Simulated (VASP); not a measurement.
# ScAl15N16 (P3m1) in VASP: further runs

One crystal, ScAl15N16, is run at these levels: LDA; tasks: relaxation of cell and atoms.

All numbers are computed with VASP 6.6.1; they aren't measurements. Logs are shortened: lines on timing, memory, paths and dates and some standing lists are left out, and cuts for length are marked.

## (1) Starting point

It takes space group P3m1 (No. 156, trigonal). The conventional cell has a = 6.288 Å, b = 6.288 Å, c = 10.061 Å, α = 90.00°, β = 90.00°, γ = 120.00°. Sc (site symmetry 3m) is surrounded by 4 N at 1.91 Å. Al (site symmetry 3m) has 4 N at 1.91 Å as nearest neighbours. Al (site symmetry m) has 4 N at 1.91 Å as nearest neighbours. Around Al (site symmetry m) lie 4 N at 1.91 Å. Al (site symmetry m) is surrounded by 4 N at 1.91 Å. Around Al (site symmetry m) lie 4 N at 1.91 Å. Al (site symmetry 3m) has 4 N at 1.91 Å as nearest neighbours. Al (site symmetry 3m) is surrounded by 4 N at 1.91 Å.

The cell was built by a generator and needn't be a form met in nature.

## (2) Relaxation of cell and atoms, LDA

INCAR

```
SYSTEM = ScAl15N16
ALGO     = Normal         ! electronic algorithm
EDIFF    = 1E-6           ! SCF threshold, eV
EDIFFG   = -0.01          ! ionic threshold
ENCUT    = 600            ! plane-wave cutoff, eV
GGA      = CA             ! functional
IBRION   = 2              ! ionic algorithm
ISIF     = 3              ! what is computed and relaxed
ISMEAR   = 0              ! smearing method
KPAR     = 8            
LASPH    = .TRUE.         ! aspherical terms in the spheres
LCHARG   = .FALSE.        ! write CHGCAR
LREAL    = Auto         
LWAVE    = .FALSE.        ! write WAVECAR
NELM     = 80             ! most SCF steps
NSW      = 90             ! ionic steps
PREC     = Accurate       ! precision mode
SIGMA    = 0.03           ! smearing width, eV
```

KPOINTS

```
k-points
0
G
  6 6 3
  0 0 0
```

POSCAR

```
ScAl15N16
1.0
   -3.1439243600     -5.4454367200      0.0000000000
    6.2878487200      0.0000000000      0.0000000000
    0.0000000000      0.0000000000     10.0609619200
Sc Al N
1 15 16
Direct
    0.1666666700      0.8333333300      0.0000000000
    0.1666666700      0.8333333300      0.5000000000
    0.1666666700      0.3333333300      0.0000000000
    0.1666666700      0.3333333300      0.5000000000
    0.6666666700      0.8333333300      0.0000000000
    0.6666666700      0.8333333300      0.5000000000
    0.6666666700      0.3333333300      0.0000000000
    0.6666666700      0.3333333300      0.5000000000
    0.3333333300      0.1666666700      0.2500000000
    0.3333333300      0.1666666700      0.7500000000
    0.3333333300      0.6666666700      0.2500000000
    0.3333333300      0.6666666700      0.7500000000
    0.8333333300      0.1666666700      0.2500000000
    0.8333333300      0.1666666700      0.7500000000
    0.8333333300      0.6666666700      0.2500000000
    0.8333333300      0.6666666700      0.7500000000
    0.1666666700      0.8333333300      0.1900000000
    0.1666666700      0.8333333300      0.6900000000
    0.1666666700      0.3333333300      0.1900000000
    0.1666666700      0.3333333300      0.6900000000
    0.6666666700      0.8333333300      0.1900000000
    0.6666666700      0.8333333300      0.6900000000
    0.6666666700      0.3333333300      0.1900000000
    0.6666666700      0.3333333300      0.6900000000
    0.3333333300      0.1666666700      0.4400000000
    0.3333333300      0.1666666700      0.9400000000
    0.3333333300      0.6666666700      0.4400000000
    0.3333333300      0.6666666700      0.9400000000
    0.8333333300      0.1666666700      0.4400000000
    0.8333333300      0.1666666700      0.9400000000
    0.8333333300      0.6666666700      0.4400000000
    0.8333333300      0.6666666700      0.9400000000
```

Potentials or basis: VASP PAW LDA potentials, release 64 (Sc_sv, Al, N).

Command:

```bash
cat potpaw_LDA.64/Sc_sv/POTCAR potpaw_LDA.64/Al/POTCAR potpaw_LDA.64/N/POTCAR > POTCAR
mpirun -np 8 vasp_std > vasp.out
```

OUTCAR:

```text
SYSTEM = ScAl15N16
   EDIFF = 1E-6
   EDIFFG = -0.01
   ENCUT = 600
   GGA = CA
   IBRION = 2
   ISIF = 3
   ISMEAR = 0
   LASPH = .TRUE.
   LREAL = Auto
   NELM = 80
   NSW = 90
   PREC = Accurate

 ion  position               nearest neighbor table
   1  0.167  0.833  0.000-  17 1.91  28 1.91  32 1.91  26 1.91  11 3.10  12 3.10  15 3.10  16 3.10
                             9 3.10  10 3.10   5 3.14   7 3.14   5 3.14   7 3.14   3 3.14   3 3.14
   2  0.167  0.833  0.500-  18 1.91  27 1.91  31 1.91  25 1.91  11 3.10  12 3.10  15 3.10  16 3.10
                             9 3.10  10 3.10   6 3.14   8 3.14   6 3.14   8 3.14   4 3.14   4 3.14
   3  0.167  0.333  0.000-  19 1.91  26 1.91  30 1.91  28 1.91   9 3.10  10 3.10  13 3.10  14 3.10
                            11 3.10  12 3.10   5 3.14   7 3.14   7 3.14   5 3.14   1 3.14   1 3.14
   4  0.167  0.333  0.500-  20 1.91  25 1.91  29 1.91  27 1.91   9 3.10  10 3.10  13 3.10  14 3.10
                            11 3.10  12 3.10   6 3.14   8 3.14   8 3.14   6 3.14   2 3.14   2 3.14
   5  0.667  0.833  0.000-  21 1.91  32 1.91  28 1.91  30 1.91  15 3.10  16 3.10  11 3.10  12 3.10
                            13 3.10  14 3.10   1 3.14   3 3.14   1 3.14   3 3.14   7 3.14   7 3.14
   6  0.667  0.833  0.500-  22 1.91  31 1.91  27 1.91  29 1.91  15 3.10  16 3.10  11 3.10  12 3.10
                            13 3.10  14 3.10   2 3.14   4 3.14   2 3.14   4 3.14   8 3.14   8 3.14
   7  0.667  0.333  0.000-  23 1.91  30 1.91  26 1.91  32 1.91  13 3.10  14 3.10   9 3.10  10 3.10
                            15 3.10  16 3.10   1 3.14   3 3.14   3 3.14   1 3.14   5 3.14   5 3.14
   8  0.667  0.333  0.500-  24 1.91  29 1.91  25 1.91  31 1.91  13 3.10  14 3.10   9 3.10  10 3.10
                            15 3.10  16 3.10   2 3.14   4 3.14   4 3.14   2 3.14   6 3.14   6 3.14
   9  0.333  0.167  0.250-  25 1.91  19 1.91  23 1.91  17 1.91   3 3.10   4 3.10   7 3.10   8 3.10
[... 17 lines left out ...]
  19  0.167  0.333  0.190-   3 1.91   9 1.91  13 1.91  11 1.91
  20  0.167  0.333  0.690-   4 1.91  10 1.91  14 1.91  12 1.91
  21  0.667  0.833  0.190-   5 1.91  15 1.91  11 1.91  13 1.91
  22  0.667  0.833  0.690-   6 1.91  16 1.91  12 1.91  14 1.91
[... 8 lines left out ...]
  31  0.833  0.667  0.440-  15 1.91   6 1.91   2 1.91   8 1.91
  32  0.833  0.667  0.940-  16 1.91   5 1.91   1 1.91   7 1.91

  LATTYP: Found a hexagonal cell.
 ALAT       =     6.2878487142
 C/A-ratio  =     1.6000642473

  Lattice vectors:

 A1 = (  -3.1439243600,  -5.4454367200,   0.0000000000)
 A2 = (   6.2878487200,   0.0000000000,   0.0000000000)
 A3 = (   0.0000000000,   0.0000000000,  10.0609619200)

Analysis of symmetry for initial positions (statically):
=====================================================================
 Subroutine PRICEL returns:
 Original cell was already a primitive cell.

 Routine SETGRP: Setting up the symmetry group for a
 hexagonal supercell.

 Subroutine GETGRP returns: Found  6 space group operations
 (whereof  2 operations were pure point group operations)
 out of a pool of 24 trial point group operations.

The static configuration has the point symmetry C_1h.
 The point group associated with its full space group is C_3v.

[... 201 lines left out ...]
 maximum number of plane-waves:     11537
   NGX = 25   NGY = 25   NGZ = 41

--------------------------------------- Ionic step        1  -------------------------------------------

 number of electron     136.0000016 magnetization

 Free energy of the ion-electron system (eV)
  ---------------------------------------------------
  ext. energy  EPLUGINS =         0.00000000
  ---------------------------------------------------
  free energy    TOTEN  =      -263.99183648 eV

  energy without entropy =     -263.99183648  energy(sigma->0) =     -263.99183648

------------------------ aborting loop because EDIFF is reached ----------------------------------------

  FORCE on cell =-STRESS in cart. coord.  units (eV):
  Direction    XX          YY          ZZ          XY          YZ          ZX
  --------------------------------------------------------------------------------------
  -------------------------------------------------------------------------------------
  Total      -11.1474611    -11.1474611     -9.2167145      0.0000000      0.0000000      0.0000000
  in kB      -51.8456405    -51.8456404    -42.8659462      0.0000000      0.0000000      0.0000000
  external PRESSURE =     -48.8524090 kB  Pullay stress =       0.0000000 kB
[... 179 lines left out ...]
  FREE ENERGIE OF THE ION-ELECTRON SYSTEM (eV)
  ---------------------------------------------------
  free  energy   TOTEN  =      -264.9073353002 eV

  energy  without entropy=     -264.9073353002  energy(sigma->0) =     -264.90733530

[... ionic steps 4 to 13 ...]

--------------------------------------- Ionic step       14  -------------------------------------------

 number of electron     135.9999999 magnetization

------------------------ aborting loop because EDIFF is reached ----------------------------------------
[... 127 lines left out ...]
--------------------------------------- Ionic step       16  -------------------------------------------

 number of electron     136.0000000 magnetization

 Free energy of the ion-electron system (eV)
  ---------------------------------------------------
  ext. energy  EPLUGINS =         0.00000000
  ---------------------------------------------------
  free energy    TOTEN  =      -264.98591963 eV

  energy without entropy =     -264.98591963  energy(sigma->0) =     -264.98591963

 E-fermi :   5.9734     XC(G=0): -11.3202

 val. band max:        5.7672252459   @ k =   0.0000   0.0000   0.0000
 cond. band min:      10.0760305488   @ k =   0.0000   0.0000   0.0000
 fundamental gap:      4.3088053029
 Fermi energy:         5.9734063445

 k-point     1 :       0.0000    0.0000    0.0000
  band No.  band energies     occupation
      1     -40.0450      2.00000
      2     -19.2724      2.00000
      3     -19.2724      2.00000
      4     -19.2428      2.00000
      5      -9.1624      2.00000
      6      -8.2710      2.00000
[... 1400 lines left out ...]
     79      12.5844      0.00000
     80      12.6738      0.00000
 [bands above 80 left out]

------------------------ aborting loop because EDIFF is reached ----------------------------------------

  FORCE on cell =-STRESS in cart. coord.  units (eV):
  Direction    XX          YY          ZZ          XY          YZ          ZX
  --------------------------------------------------------------------------------------
  -------------------------------------------------------------------------------------
  Total       -0.0097678     -0.0097678     -0.0005571      0.0000000      0.0000000      0.0000000
  in kB       -0.0468123     -0.0468123     -0.0026701      0.0000000      0.0000000      0.0000000
  external PRESSURE =      -0.0320982 kB  Pullay stress =       0.0000000 kB
[... 47 lines left out ...]
  FREE ENERGIE OF THE ION-ELECTRON SYSTEM (eV)
  ---------------------------------------------------
  free  energy   TOTEN  =      -264.9859196306 eV

  energy  without entropy=     -264.9859196306  energy(sigma->0) =     -264.98591963

 reached required accuracy - stopping structural energy minimisation
```

Wall time 23 min (8 MPI ranks of Intel Xeon Platinum 8488C (Sapphire Rapids), shared host); peak memory 0.67 GiB.

What came out:

```yaml
Free_energy: -264.9859 eV
Relaxed_volume: 10.45 Å³/atom
Relaxed_cell: a = 6.233 Å, b = 6.233 Å, c = 9.936 Å, α = 90.00°, β = 90.00°, γ = 120.00°
Space_group_after_relaxing_to_0.05_Å: P3m1 (No. 156)
Energy_gained_by_relaxing: 31.1 meV/atom
Ionic_steps: 16
Pressure_after_relaxing: 0.0 GPa
Largest_force_after_relaxing: 0.005 eV/Å
Band_gap_on_the_k_mesh: 4.31 eV, direct
```

Forces in eV/Å, atoms in the order of the input:
```
Sc   0.000  0.000  0.005
Al   0.000  0.000 -0.005
Al   0.000 -0.003  0.001
Al   0.000  0.001 -0.004
Al  -0.002  0.001  0.001
Al   0.001  0.000 -0.004
Al   0.002  0.001  0.001
Al  -0.001  0.000 -0.004
Al   0.001 -0.001 -0.002
Al   0.002 -0.001 -0.001
Al  -0.001 -0.001 -0.002
Al  -0.002 -0.001 -0.001
Al   0.000  0.000  0.002
Al   0.000  0.000 -0.002
Al   0.000  0.001 -0.002
Al   0.000  0.002 -0.001
N    0.000  0.000  0.001
N    0.000  0.000 -0.001
N    0.000  0.002 -0.002
N    0.000  0.001  0.005
N    0.001 -0.001 -0.002
N    0.001 -0.001  0.005
N   -0.001 -0.001 -0.002
N   -0.001 -0.001  0.005
N    0.000  0.000  0.002
N    0.000  0.000  0.001
N    0.000  0.000  0.002
N    0.000  0.000  0.001
N    0.000  0.000  0.000
N    0.000  0.000  0.000
N    0.000  0.000  0.002
N    0.000  0.001  0.001
```

The path:
```tsv
step	energy change (eV)	largest force (eV/Å)	pressure (GPa)	volume (Å³)
1	0.0000	3.4738	-4.89	344.49
2	-0.7093	1.4458	3.94	328.38
3	-0.9155	0.5353	0.61	333.60
4	-0.9708	0.2633	-0.27	334.84
5	-0.9710	0.2586	-0.23	334.78
6	-0.9871	0.1410	-0.08	334.46
7	-0.9872	0.1467	-0.07	334.44
8	-0.9923	0.0811	0.10	334.14
9	-0.9923	0.0957	0.12	334.10
10	-0.9936	0.0346	-0.06	334.37
11	-0.9936	0.0347	-0.05	334.37
12	-0.9939	0.0210	0.03	334.25
13	-0.9939	0.0214	0.05	334.22
14	-0.9941	0.0122	0.00	334.30
15	-0.9941	0.0120	0.00	334.30
16	-0.9941	0.0048	0.00	334.31
```

Final structure:
```yaml
crystal:
  lattice:
    - [-3.11659, -5.39809, 0.00000]
    - [6.23318, 0.00000, 0.00000]
    - [0.00000, 0.00000, 9.93563]
  atoms:
    - { symbol: Sc, position: [0.16667, 0.83333, 0.99688] }
    - { symbol: Al, position: [0.16667, 0.83333, 0.49941] }
    - { symbol: Al, position: [0.16876, 0.33438, 0.99891] }
    - { symbol: Al, position: [0.16528, 0.33264, 0.49959] }
    - { symbol: Al, position: [0.66562, 0.83124, 0.99891] }
    - { symbol: Al, position: [0.66736, 0.83472, 0.49959] }
    - { symbol: Al, position: [0.66562, 0.33438, 0.99891] }
    - { symbol: Al, position: [0.66736, 0.33264, 0.49959] }
    - { symbol: Al, position: [0.33435, 0.16871, 0.25299] }
    - { symbol: Al, position: [0.33539, 0.17077, 0.74646] }
    - { symbol: Al, position: [0.33435, 0.66565, 0.25299] }
    - { symbol: Al, position: [0.33539, 0.66461, 0.74646] }
    - { symbol: Al, position: [0.83333, 0.16667, 0.24856] }
    - { symbol: Al, position: [0.83333, 0.16667, 0.74955] }
    - { symbol: Al, position: [0.83129, 0.66565, 0.25299] }
    - { symbol: Al, position: [0.82923, 0.66461, 0.74646] }
    - { symbol: N, position: [0.16667, 0.83333, 0.20408] }
    - { symbol: N, position: [0.16667, 0.83333, 0.69271] }
    - { symbol: N, position: [0.16750, 0.33375, 0.19090] }
    - { symbol: N, position: [0.16432, 0.33216, 0.68895] }
    - { symbol: N, position: [0.66625, 0.83250, 0.19090] }
    - { symbol: N, position: [0.66784, 0.83568, 0.68895] }
    - { symbol: N, position: [0.66625, 0.33375, 0.19090] }
    - { symbol: N, position: [0.66784, 0.33216, 0.68895] }
    - { symbol: N, position: [0.33412, 0.16825, 0.44318] }
    - { symbol: N, position: [0.34320, 0.18641, 0.93504] }
    - { symbol: N, position: [0.33412, 0.66588, 0.44318] }
    - { symbol: N, position: [0.34320, 0.65680, 0.93504] }
    - { symbol: N, position: [0.83333, 0.16667, 0.43916] }
    - { symbol: N, position: [0.83333, 0.16667, 0.94158] }
    - { symbol: N, position: [0.83175, 0.66588, 0.44318] }
    - { symbol: N, position: [0.81359, 0.65680, 0.93504] }
```

Levels at points of the mesh, in eV from the valence-band top:
```tsv
k point	band 64	band 65	band 66	band 67	band 68	band 69	band 70	band 71	band 72	band 73
(0.00, 0.00, 0.00)	-0.31	-0.31	-0.25	-0.25	0.00	4.31	4.75	4.75	4.82	4.82
(0.50, 0.00, 0.00)	-0.45	-0.42	-0.33	-0.27	-0.09	4.82	4.94	5.09	5.58	5.73
```

Caveat: an odd mesh through Γ misses points on the zone boundary, where band edges often lie.

(Part 1 of 2 ends here.)
